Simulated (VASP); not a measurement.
# Si7W4 (a cell with a defect): single point with PBEsol

The system is Si7W4 (a cell with a defect).

```xyz
11
Lattice="-3.2034 3.2034 7.8135 1.6017 -1.6017 3.9067 3.2034 3.2034 -7.8135" Properties=species:S:1:pos:R:3 pbc="T T T"
Si    0.0521    0.0423    2.6139
Si   -0.0288   -0.0354    5.2285
Si    1.5918    1.6117    0.8203
Si   -1.6440    1.5496    6.5206
Si   -1.5663    1.6306    9.1352
Si    0.0345    3.1689    2.5400
Si   -0.0273    3.2307    5.2857
W     1.6534    1.5500   -3.9333
W     3.1503    3.1481   -7.8083
W    -0.0635    3.2669    0.0196
W     1.6571    4.8583   -3.9016
```

The cell isn't the ideal one: hop of Si into the vacancy.

```
Program             : VASP 6.6.1
Task                : single point
Functional          : PBEsol
Potentials or basis : VASP PAW PBE potentials, release 64 (Si, W_sv)
Cutoff              : 520 eV
k mesh              : 5 × 5 × 5
Occupations         : gaussian, width 0.05 eV
Spin                : no spin polarisation
```

* Pressure: -0.2 GPa
* Largest force: 1.618 eV/Å
* Band gap on the k mesh: none (metal or under the smearing width)

Forces on the atoms (eV/Å):
```
Si   0.019 -0.011 -0.128
Si   0.043  0.026 -0.158
Si  -0.032  0.032  1.618
Si   0.011 -0.019 -0.128
Si  -0.026 -0.043 -0.158
Si  -0.008  0.008 -0.078
Si   0.012 -0.012 -0.245
W   -0.076  0.076 -0.134
W    0.073  0.080 -0.150
W    0.064 -0.064 -0.289
W   -0.080 -0.073 -0.150
```

Stress tensor (GPa, compression positive):
```
-2.73 -0.30  0.39
-0.30 -2.73 -0.39
 0.39 -0.39  4.99
```

Levels at points of the mesh, in eV from the Fermi level:
| k point | band 39 | band 40 | band 41 | band 42 | band 43 | band 44 | band 45 | band 46 |
| --- | --- | --- | --- | --- | --- | --- | --- | --- |
| (0.00, 0.00, 0.00) | -1.23 | -0.90 | -0.40 | 0.27 | 0.44 | 1.37 | 3.02 | 3.06 |

Run time: 14 min on 1 thread of Intel(R) Xeon(R) Platinum 8259CL CPU @ 2.50GHz (Skylake/Cascade Lake), with other jobs on the host, peak memory 0.57 GiB.

Caveat: the k mesh is coarse (spacing up to 0.42 Å⁻¹), so the values aren't converged; the PAW data sets were made with another functional, which shifts forces and pressure a little. Spin-orbit coupling is left out, which matters for the levels of W.
